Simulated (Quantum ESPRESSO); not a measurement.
# BeTe in Quantum ESPRESSO: the effect of functional

Crystal: BeTe.

```
Te Be
1.0
     0.00000    2.77000    2.77000
     2.77000    0.00000    2.77000
     2.77000    2.77000    0.00000
Te Be
1 1
Direct
  0.75000 0.75000 0.75000
  0.00000 0.00000 0.00000
```

Alike in all runs:

* Program: Quantum ESPRESSO 7.5
* Task: dielectric tensor
* Cutoff: 1197 eV
* Density cutoff: 4789 eV
* k mesh: 6 × 6 × 6, shifted
* Occupations: fermi-dirac, width 0.05 eV
* Spin: no spin polarisation

**Question.** One run gave: pressure 7.2 GPa; dielectric constant 7.15 mean. Which functional did it use?
A. AM05
B. PBE
C. BLYP
D. PBEsol
E. WC

**Answer.** C.

```csv
functional,potentials or basis,pressure (GPa),dielectric constant (mean)
LDA,PseudoDojo 0.4.1 SR LDA standard,0.6,7.47
PBE,PseudoDojo 0.4.1 SR PBE standard,4.4,7.50
PBEsol,PseudoDojo 0.4.1 SR PBEsol standard,2.4,7.56
WC,PseudoDojo 0.4.1 SR PBE standard,2.8,7.55
BLYP,PseudoDojo 0.4.1 SR PBE standard,7.2,7.15
AM05,PseudoDojo 0.4.1 SR PBE standard,2.9,7.48
```

Caveats: the potentials were made for another functional, which shifts forces and pressure (some runs); the cell is more than 3 GPa from zero pressure, which shifts response properties (some runs).
